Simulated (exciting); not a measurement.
A run of exciting (release sodium) is set up as follows.

input.xml

```xml
<input>
  <title>Sn</title>
  <structure speciespath="./" tshift="false">
    <crystal scale="1">
      <basevect>0.000000000000 6.110132359031 6.110132359031</basevect>
      <basevect>6.110132359031 0.000000000000 6.110132359031</basevect>
      <basevect>6.110132359031 6.110132359031 0.000000000000</basevect>
    </crystal>
    <species speciesfile="Sn.xml" rmt="2.3">
      <atom coord="0.750000000000 0.750000000000 0.750000000000"/>
      <atom coord="0.500000000000 0.500000000000 0.500000000000"/>
    </species>
  </structure>
  <groundstate do="fromscratch" ngridk="7 7 7" rgkmax="9" gmaxvr="14" lmaxapw="10" lmaxmat="10" lmaxvr="8" xctype="LDA_PW" stype="Fermi Dirac" swidth="0.00183747" nempty="10" ValenceRelativity="iora*" epsengy="1e-05" epspot="1e-05" maxscl="60" outputlevel="normal"/>
  <properties>
    <bandstructure>
      <plot1d>
        <path steps="80">
          <point coord="0 0 0" label="G"/>
          <point coord="0.5 0 0.5" label="X"/>
          <point coord="0.5 0.25 0.75" label="W"/>
          <point coord="0.375 0.375 0.75" label="K"/>
          <point coord="0 0 0" label="G"/>
          <point coord="0.5 0.5 0.5" label="L"/>
          <point coord="0.625 0.25 0.625" label="U"/>
          <point coord="0.5 0.25 0.75" label="W"/>
          <point coord="0.5 0.5 0.5" label="L"/>
          <point coord="0.375 0.375 0.75" label="K" breakafter="true"/>
          <point coord="0.625 0.25 0.625" label="U"/>
          <point coord="0.5 0 0.5" label="X"/>
        </path>
      </plot1d>
    </bandstructure>
    <dos nwdos="300" winddos="-0.6 0.5" inttype="tetra" ngrdos="100" nsmdos="1"/>
  </properties>
</input>
```

Potentials or basis: all-electron LAPW+lo, shipped species files, valence relativity iora*.

The run is started by

```console
$ OMP_NUM_THREADS=1 exciting_smp
```

Predict the band gap on the k mesh.

none (metal or under the smearing width).

Levels at the corners of the path, in eV from the Fermi level:
| point | band 17 | band 18 | band 19 | band 20 | band 21 | band 22 | band 23 | band 24 |
| --- | --- | --- | --- | --- | --- | --- | --- | --- |
| Γ | -10.63 | -0.67 | 0.20 | 0.20 | 0.20 | 2.26 | 2.26 | 2.26 |
| X | -7.51 | -7.51 | -2.39 | -2.39 | 0.86 | 0.86 | 7.82 | 7.82 |
| W | -7.45 | -7.45 | -2.98 | -2.98 | 3.50 | 3.50 | 4.11 | 4.11 |
| K | -7.92 | -7.02 | -3.32 | -2.02 | 1.14 | 3.44 | 5.83 | 6.12 |
| Γ | -10.63 | -0.67 | 0.20 | 0.20 | 0.20 | 2.26 | 2.26 | 2.26 |
| L | -8.99 | -6.28 | -1.02 | -1.02 | 0.00 | 3.34 | 3.34 | 5.64 |
| U | -7.92 | -7.02 | -3.32 | -2.02 | 1.14 | 3.44 | 5.83 | 6.12 |
| W | -7.45 | -7.45 | -2.98 | -2.98 | 3.50 | 3.50 | 4.11 | 4.11 |
| L | -8.99 | -6.28 | -1.02 | -1.02 | 0.00 | 3.34 | 3.34 | 5.64 |
| K | -7.92 | -7.02 | -3.32 | -2.02 | 1.14 | 3.44 | 5.83 | 6.12 |
| U | -7.92 | -7.02 | -3.32 | -2.02 | 1.14 | 3.44 | 5.83 | 6.12 |
| X | -7.51 | -7.51 | -2.39 | -2.39 | 0.86 | 0.86 | 7.82 | 7.82 |

Caveat: the log's total energy holds no entropy term; the free energy is that total less TS from the occupations; the tetrahedron DOS on this energy grid can lose part of the weight of narrow d or f bands; spin-orbit coupling is left out, which moves the levels of the heavy elements.
